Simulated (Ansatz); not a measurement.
An input for Ansatz 0.2.0 (GeSb2Te4 (R3m)):

```yaml
crystal:
  lattice:
    - [2.1547300807, 1.2440339921, 13.8970814052]
    - [-2.1547300807, 1.2440339921, 13.8970814052]
    - [0.0, -2.4880679842, 13.8970814052]
  atoms:
    - { symbol: Ge, position: [0.570457, 0.570457, 0.570457] }
    - { symbol: Sb, position: [0.426528, 0.426528, 0.426528] }
    - { symbol: Sb, position: [0.997988, 0.997988, 0.997988] }
    - { symbol: Te, position: [0.86977, 0.86977, 0.86977] }
    - { symbol: Te, position: [0.134165, 0.134165, 0.134165] }
    - { symbol: Te, position: [0.71137, 0.71137, 0.71137] }
    - { symbol: Te, position: [0.289721, 0.289721, 0.289721] }
kpoints:
  mp_grid: { grid: [4, 4, 4] }
hamiltonian:
  xc: pbe
  pseudopotentials: { kind: paw, azcp: { folder: soft_1 } }
scf:
  occupations: { method: fixed }
gw:
  n_empty_bands: 932
  ecut_chi: 150
  qp_bands: [v2, c2]
  qp_kpoints: band_edges
  screening: { model: contour_deformation }
```

```sh
ansatz run input.yaml --threads 2 --pin off --max-ram 92160MiB --backend cuda --events-out ev --progress --plain --runs-dir out --devices 1 --max-vram 13GiB
```

Estimate wall time and host memory on 1 × NVIDIA H100 80GB HBM3 (shared by 6 runs) with 2 threads of AMD EPYC 7R13 (Zen 3), shared host.

It took 4.7 min; on shared hardware allow 2.4 min to 9.4 min. Peak host memory was 4.2 GiB. The sizes that set the cost: 4337 plane waves a state, 13 irreducible k points, 986 bands summed, 975 plane waves in the screening and 10 SCF cycles.

The screening grows as filled bands × empty bands × pairs of k points, times the square of the screening basis for the matrix.

[Paths, hosts, dates, memory and timing lines, banners, echoed tables and standing remarks are left out of the program output.]

[Logs are printed without paths, hosts, clocks, repeated set-up lines and the standing remarks that a program may print on its own settings, such as how far it seeks lower states.]

[Runs of the session that timed out or met a known fault of the program may be left out.]

[Cells called generated may have been cut or substituted from an entry of the Crystallography Open Database or the Materials Project.]

[Hosts, paths, dates, database ids (printed as entryN), source tags and the programs' standing remarks are cut or masked in the printed files.]
